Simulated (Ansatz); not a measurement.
Input and output for fcc Na (210), 6 layers: DFT, PBE, PAW with Ansatz's default frozen-core files, scalar-relativistic (Ansatz 0.2.0).

The slab is cut from a bulk crystal relaxed on PAW files (its atoms may have been relaxed since), whose type needn't be the stable one.

Command: `ansatz run input.yaml --threads 2 --pin off --max-ram 4096MiB --backend cpu --events-out ev --progress --plain --runs-dir out` It took 17 s on 2 threads of Intel(R) Xeon(R) 6975P-C (Granite Rapids), with other jobs on the host, peak memory 1.1 GiB.

```yaml
crystal:
  lattice:
    - [6.4765085789, 0.0, 0.0]
    - [2.158836193, 4.8273044797, 0.0]
    - [0.0, 0.0, 25.9122]
  atoms:
    - { symbol: Na, position: [0.0, 0.75, 0.3859182855] }
    - { symbol: Na, position: [0.4, 0.05, 0.4315509713] }
    - { symbol: Na, position: [0.8, 0.35, 0.4771836571] }
    - { symbol: Na, position: [0.2, 0.65, 0.5228163429] }
    - { symbol: Na, position: [0.6, 0.95, 0.5684490287] }
    - { symbol: Na, position: [0.0, 0.25, 0.6140817145] }
kpoints:
  mp_grid: { grid: [9, 9, 1] }
scf:
  occupations: { method: fermi_dirac, width: 0.1 }
hamiltonian:
  xc: pbe
  pseudopotentials: { kind: paw }
output:
  forces: true
  stress: true
  eigenvalues: true
  populations: true
efield:
  axis: 3
  amplitude: 0
  dipole_correction: true
```

Output:

```
Engine: ansatz 0.2.0
Pseudopotentials: kind: paw
Pseudopotential: Na, paw, valence charge 9, recommended cutoff 420 eV (normal), Na.paw.azcp
Functional definition: PBE
  parameter kappa = 0.804
  parameter beta = 0.06672455060314922
  exchange = pbe_x(kappa = kappa, mu = beta*pi^2/3)
  correlation = pbe_c(beta = beta)
Crystal: 6 atoms, lattice volume = 810.121 Å³
Basis set: ecut = 420 eV, 15833 PW (Γ), exchange–correlation on 90×72×360 points (8 copies of the dense FFT grid, shifted against one another)
Bands: 33, of which v1, the nominal top of the filled ones, is band 27 counted from 1 (26 counted from 0)
Symmetry: 2 space group operations
k-points: 25 of 81 (time reversal used)
Non-local potential: Na, projectors of the file, l = 0: 3, l = 1: 2, l = 2: 1
PAW form: soft (Blöchl's): semilocal exchange-correlation on the pseudo side does not see the compensation charge
PAW one-centre angular grid: Na, 110 points (default); XC on 64 Gauss nodes
Initial density: superposition of atomic densities (neutral atoms: chi_scale 0, normalization atom), corrected by the library's trained network
Initial wavefunctions: pseudopotential atomic-orbital guess
Functional: x = pbe(κ = 0.804, μ = 0.2195149727645171), c = pbe(β = 0.06672455060314922)
SCF iter   1: F=—  HF=-8917.581846 eV  |F-HF|=—  |Δ(HF+E_count)|=         —  Δρ=7.14e-4  dr2=7.65e-2  ethr=1.77e-3  p=0.000 e·Å  D=4.84e-14 V/Å  ΔV_dip=-0.00 eV  dr2_dipole=6.57e-9  V_vac-E_F(+/−)=2.40/2.40 eV  ⟨swp⟩=10.8  Hψ=4755  notcnv=0
efield: sawtooth ramp at fractional position 0.9500 (placed from the atoms, in the widest stretch of the axis that holds none; the zero of the levels goes with the place), width 0.1000; the density the first Hamiltonian is built on has a dipole p = 0.000 e·Å; the dipole correction subtracts the counter field D = 4.84e-14 V/Å, which shifts the + side's vacuum level by -0.00 eV against the − side's; the planar-averaged density in the ramp window peaks in size at 6.3e-6 e/Å³
preconditioner: auto → LDOS  [metal: Δε(μ)=0.019 eV  Ē_g=2.528 eV  σ=0.100 eV  W_gap=0.05  n_scr=72 (ndim 8)  ℏωp=3.2 eV  f_vac=0.636  D(μ)=3.88/eV (n_scr^D=6)  β→1.0]
SCF iter   2: F=—  HF=-8917.578707 eV  |F-HF|=—  |Δ(HF+E_count)|=   3.14e-3  Δρ=2.90e-4  dr2=1.41e-3  ethr=1.42e-4  p=-0.000 e·Å  D=-2.24e-6 V/Å  ΔV_dip=0.00 eV  dr2_dipole=5.41e-9  V_vac-E_F(+/−)=2.54/2.54 eV  ⟨swp⟩=2.3  Hψ=1192  notcnv=0
SCF iter   3: F=—  HF=-8917.578962 eV  |F-HF|=—  |Δ(HF+E_count)|=   2.55e-4  Δρ=1.28e-4  dr2=1.54e-4  ethr=2.61e-6  p=-0.000 e·Å  D=-7.05e-7 V/Å  ΔV_dip=0.00 eV  dr2_dipole=1.67e-10  V_vac-E_F(+/−)=2.55/2.55 eV  ⟨swp⟩=2.0  Hψ=1568  notcnv=0
SCF iter   4: F=—  HF=-8917.578970 eV  |F-HF|=—  |Δ(HF+E_count)|=   7.38e-6  Δρ=6.90e-5  dr2=2.55e-5  ethr=2.85e-7  p=-0.000 e·Å  D=-1.66e-7 V/Å  ΔV_dip=0.00 eV  dr2_dipole=4.15e-13  V_vac-E_F(+/−)=2.56/2.56 eV  ⟨swp⟩=2.0  Hψ=1519  notcnv=0
SCF iter   5: F=—  HF=-8917.578921 eV  |F-HF|=—  |Δ(HF+E_count)|=   4.91e-5  Δρ=8.39e-6  dr2=1.80e-6  ethr=4.73e-8  p=-0.000 e·Å  D=-6.33e-8 V/Å  ΔV_dip=0.00 eV  dr2_dipole=2.18e-12  V_vac-E_F(+/−)=2.56/2.56 eV  ⟨swp⟩=2.0  Hψ=1536  notcnv=0
SCF iter   6: F=—  HF=-8917.578922 eV  |F-HF|=—  |Δ(HF+E_count)|=   1.50e-6  Δρ=1.87e-6  dr2=1.32e-7  ethr=3.34e-9  p=-0.000 e·Å  D=-4.98e-8 V/Å  ΔV_dip=0.00 eV  dr2_dipole=1.78e-13  V_vac-E_F(+/−)=2.56/2.56 eV  ⟨swp⟩=2.1  Hψ=951  notcnv=0
SCF iter   7: F=-8917.578922 eV  HF=-8917.578922 eV  |F-HF|=2.25e-9  |Δ(HF+E_count)|=   7.46e-8  Δρ=4.01e-7  dr2=3.93e-9  ethr=1.85e-10  p=-0.000 e·Å  D=-2.28e-8 V/Å  ΔV_dip=0.00 eV  dr2_dipole=5.95e-15  V_vac-E_F(+/−)=2.56/2.56 eV  ⟨swp⟩=13.4  Hψ=3314  notcnv=0
SCF 1 converged in 7 iterations: F = -8917.578922 eV  dr2 = 3.93e-9
  greatest PAW one-centre occupation: 0.999 electrons in one spin orbital (limit 2), on the Na atom at site 5 (counted from 0), in its partial waves of l = 0
SCF converged after 7 iterations
Free energy (F): -8917.578922 eV
Harris-Foulkes:  -8917.578922 eV  (|F-HF|=2.25e-9)
Internal energy: -8917.457056 eV  (E = F + TS)
E sigma→0 (E₀):  -8917.517989 eV
Entropy (-TS):   -0.121866 eV (-20.311 meV/atom)
Fermi energy:    -1.320751 eV
Dipole field:    D = 0.000000 V/Å  (p = 0.000000 e·Å, saw-weighted, corrected)
Work function:   Φ+ = 2.5622 eV   Φ− = 2.5622 eV
Levels:          The Fermi level and band energies are counted from a zero that moves with the ramp; work functions are not
--- Per-component energies (eV) ---
  E_band       = -1623.924176
  E_kinetic    = 719.685632
  E_local      = -28139.590810  (includes V_loc(G=0)·N_el)
  E_nonlocal   = 690.365129
  E_hartree    = 12819.504994
  E_xc         = -228.540034
  E_vxc        = -293.581378  (∫ρ·V_xc dr)
  E_paw        = -1579.065492  (= ΣΔE_a)
  E_vpaw       = -239.812946  (= ΣTr[D̂ρ^β])
  E_aug_tail   = -0.000172  (compensation charges beyond the density's cutoff)
  E_efield     = 0.000000  (sawtooth field / dipole correction)
  E_vefield    = 0.000000  (∫n·V_field dr)
  E_ewald      = 6800.183698
  E_smearing   = -0.121866  (= −TS)
  E_closure    = 0.000000  (closes the sum)
  Σ components = -8917.578922   (vs F -8917.578922, Δ=0.00e0)
--- Forces (eV/Å), atoms counted from 1 ---
  atom   1  Na     0.01102928    -0.00493244     0.06611844
  atom   2  Na     0.00680577    -0.00304363     0.01077685
  atom   3  Na     0.00219728    -0.00098266    -0.03156953
  atom   4  Na    -0.00219732     0.00098267     0.03156951
  atom   5  Na    -0.00680584     0.00304367    -0.01077689
  atom   6  Na    -0.01102925     0.00493243    -0.06611841
  max |Σ_I F_I| component: 8.94e-8 eV/Å
--- Stress (GPa, compression-positive) ---
       -0.104046      -0.031369      -0.018187
       -0.031369      -0.160161       0.008134
       -0.018187       0.008134      -0.077544
  P = ⅓ Tr σ = -0.1139 GPa (-1.139 kbar)
--- Band table (eV; the first three rows and the last of 25) ---
  k-point 0: bands = ["-54.8646", "-54.8646", "-54.5094", "-54.5091", "-54.3747", "-54.3738", "-26.7886", "-26.7886", "-26.7837", "-26.7837", "-26.7769", "-26.7769", "-26.4417", "-26.4351", "-26.4274", "-26.4261", "-26.4249", "-26.4233", "-26.3031", "-26.2981", "-26.2932", "-26.2926", "-26.2904", "-26.2878", "-4.1658", "-2.9383", "-1.4504", "-0.0996", "0.0577", "0.0839", "0.8494", "1.0862", "1.4171"]
  k-point 1: bands = ["-54.8646", "-54.8646", "-54.5094", "-54.5091", "-54.3747", "-54.3738", "-26.7886", "-26.7886", "-26.7837", "-26.7837", "-26.7769", "-26.7769", "-26.4417", "-26.4351", "-26.4274", "-26.4261", "-26.4249", "-26.4233", "-26.3030", "-26.2983", "-26.2929", "-26.2928", "-26.2904", "-26.2879", "-4.0842", "-2.8584", "-1.3735", "-0.2993", "-0.0220", "0.5044", "0.7712", "0.9170", "0.9997"]
  k-point 2: bands = ["-54.8646", "-54.8646", "-54.5094", "-54.5091", "-54.3746", "-54.3739", "-26.7886", "-26.7886", "-26.7837", "-26.7837", "-26.7770", "-26.7770", "-26.4418", "-26.4351", "-26.4275", "-26.4263", "-26.4248", "-26.4233", "-26.3028", "-26.2987", "-26.2932", "-26.2923", "-26.2903", "-26.2879", "-3.8402", "-2.6196", "-1.1452", "-0.5338", "-0.2920", "0.2024", "0.4877", "0.7454", "0.9395"]
  k-point 24: bands = ["-54.8646", "-54.8646", "-54.5094", "-54.5091", "-54.3744", "-54.3741", "-26.7886", "-26.7886", "-26.7837", "-26.7836", "-26.7769", "-26.7769", "-26.4419", "-26.4349", "-26.4275", "-26.4261", "-26.4248", "-26.4232", "-26.2994", "-26.2993", "-26.2965", "-26.2920", "-26.2899", "-26.2884", "-3.0792", "-2.9345", "-1.9754", "-1.5849", "-0.4766", "-0.1511", "0.0344", "0.7709", "1.1686"]
--- Löwdin populations: 6 sites ---
  site symbol       q [e]
     0     Na      8.9343
     1     Na      8.9850
     2     Na      8.9501
     3     Na      8.9501
     4     Na      8.9850
     5     Na      8.9343
  spilling = 0.004834 (of n_electrons = 54.000000)
```

populations.tsv:

```
# site	symbol	l	j	q
# orbitals = lowdin
# n_electrons = 54.000000
# spilling = 0.004834
0	Na	0_2S	-	1.997513
0	Na	0_3S	-	0.937444
0	Na	1_2P	-	5.999364
1	Na	0_2S	-	1.996002
1	Na	0_3S	-	0.989636
1	Na	1_2P	-	5.999397
2	Na	0_2S	-	1.995556
2	Na	0_3S	-	0.955012
2	Na	1_2P	-	5.999557
3	Na	0_2S	-	1.995556
3	Na	0_3S	-	0.955012
3	Na	1_2P	-	5.999557
4	Na	0_2S	-	1.996002
4	Na	0_3S	-	0.989636
4	Na	1_2P	-	5.999397
5	Na	0_2S	-	1.997513
5	Na	0_3S	-	0.937444
5	Na	1_2P	-	5.999364
```

Next run (atoms relaxed), as changes to the input before:

```diff
   eigenvalues: true
-  populations: true
+relax:
+  f_tol: 0.01
+  max_steps: 40
 efield:
```

Command: `ansatz run input.yaml --threads 2 --pin off --max-ram 4096MiB --backend cpu --events-out ev --progress --plain --runs-dir out` It took 79 s on 2 threads of Intel(R) Xeon(R) 6975P-C (Granite Rapids), on a shared host, peak memory 1.2 GiB.

Results part of the output:

```
Warning: output.stress: scf.convergence.dr2_threshold = 1e-7 eV (the SCF's general default) is looser than the 6e-10 eV advised for a printed stress (1e-10 eV for each atom of the cell: 6). What an SCF threshold leaves in a stress goes as its square root, and in the free energy as the threshold itself, and one threshold admits the most on a small cell: of the crystals measured, under no hybrid fun
SCF converged after 5 iterations
Free energy (F): -8917.595373 eV
Harris-Foulkes:  -8917.595373 eV  (|F-HF|=1.43e-8)
Internal energy: -8917.479181 eV  (E = F + TS)
E sigma→0 (E₀):  -8917.537277 eV
Entropy (-TS):   -0.116192 eV (-19.365 meV/atom)
Fermi energy:    -1.322800 eV
Dipole field:    D = 0.000000 V/Å  (p = 0.000000 e·Å, saw-weighted, corrected)
Work function:   Φ+ = 2.5651 eV   Φ− = 2.5651 eV
Levels:          The Fermi level and band energies are counted from a zero that moves with the ramp; work functions are not
--- Per-component energies (eV) ---
  E_band       = -1622.945296
  E_kinetic    = 720.164007
  E_local      = -28710.461922  (includes V_loc(G=0)·N_el)
  E_nonlocal   = 690.515145
  E_hartree    = 13105.302857
  E_xc         = -228.864997
  E_vxc        = -294.007391  (∫ρ·V_xc dr)
  E_paw        = -1579.059217  (= ΣΔE_a)
  E_vpaw       = -239.762527  (= ΣTr[D̂ρ^β])
[... lines left out ...]
  atom   6  Na    -0.00154572     0.00069127     0.00180941
  max |Σ_I F_I| component: 8.90e-9 eV/Å
--- Stress (GPa, compression-positive) ---
       -0.049226      -0.012165      -0.001453
       -0.012165      -0.070987       0.000650
       -0.001453       0.000650      -0.001409
  P = ⅓ Tr σ = -0.0405 GPa (-0.405 kbar)
--- Band table (eV; the first three rows and the last of 25) ---
  k-point 0: bands = ["-54.8183", "-54.8183", "-54.4982", "-54.4977", "-54.3570", "-54.3563", "-26.7451", "-26.7450", "-26.7362", "-26.7361", "-26.7323", "-26.7323", "-26.4338", "-26.4233", "-26.4167", "-26.4149", "-26.4132", "-26.4125", "-26.2834", "-26.2802", "-26.2777", "-26.2775", "-26.2741", "-26.2699", "-4.2199", "-2.9431", "-1.3681", "0.0062", "0.0161", "0.0373", "0.9140", "1.0616", "1.4592"]
  k-point 1: bands = ["-54.8183", "-54.8183", "-54.4982", "-54.4977", "-54.3570", "-54.3563", "-26.7451", "-26.7450", "-26.7362", "-26.7361", "-26.7323", "-26.7323", "-26.4338", "-26.4233", "-26.4167", "-26.4150", "-26.4131", "-26.4125", "-26.2833", "-26.2804", "-26.2776", "-26.2773", "-26.2741", "-26.2700", "-4.1382", "-2.8630", "-1.2916", "-0.3528", "0.0999", "0.4549", "0.7352", "0.9254", "1.0003"]
  k-point 2: bands = ["-54.8183", "-54.8183", "-54.4982", "-54.4977", "-54.3570", "-54.3564", "-26.7451", "-26.7450", "-26.7362", "-26.7361", "-26.7324", "-26.7324", "-26.4338", "-26.4233", "-26.4168", "-26.4152", "-26.4130", "-26.4126", "-26.2832", "-26.2809", "-26.2777", "-26.2766", "-26.2742", "-26.2701", "-3.8939", "-2.6237", "-1.0654", "-0.5858", "-0.3508", "0.3184", "0.4537", "0.7291", "0.9231"]
  k-point 24: bands = ["-54.8183", "-54.8183", "-54.4982", "-54.4977", "-54.3568", "-54.3566", "-26.7451", "-26.7451", "-26.7361", "-26.7360", "-26.7324", "-26.7323", "-26.4338", "-26.4232", "-26.4168", "-26.4150", "-26.4130", "-26.4124", "-26.2821", "-26.2809", "-26.2789", "-26.2760", "-26.2738", "-26.2714", "-3.1328", "-2.9873", "-1.9716", "-1.5990", "-0.3892", "-0.0859", "-0.0245", "0.9160", "1.1774"]
--- Relaxed structure (5 steps of the walk, 5 accepted, 0 SCFs on fresh bases) ---
  F+E_penalty+E_count = -8917.59537317 eV   max|allowed force component| = 6.682e-3 eV/Å
  atoms:
    - { symbol: Na, position: [0.014284695034104095, 0.7428576524829478, 0.39302209144305317] }
    - { symbol: Na, position: [0.40423967381258114, 0.047880163093709446, 0.43338735862084254] }
    - { symbol: Na, position: [0.7976150558231061, 0.35119247208844684, 0.474003912445904] }
    - { symbol: Na, position: [0.202384934998538, 0.6488075325007309, 0.5259960875670371] }
    - { symbol: Na, position: [0.5957603352399528, 0.9521198323800234, 0.56661264211174] }
    - { symbol: Na, position: [-0.014284694908282256, 0.2571423474541411, 0.6069779078114232] }
```

The cell is 1×1, so reconstructions are forbidden.
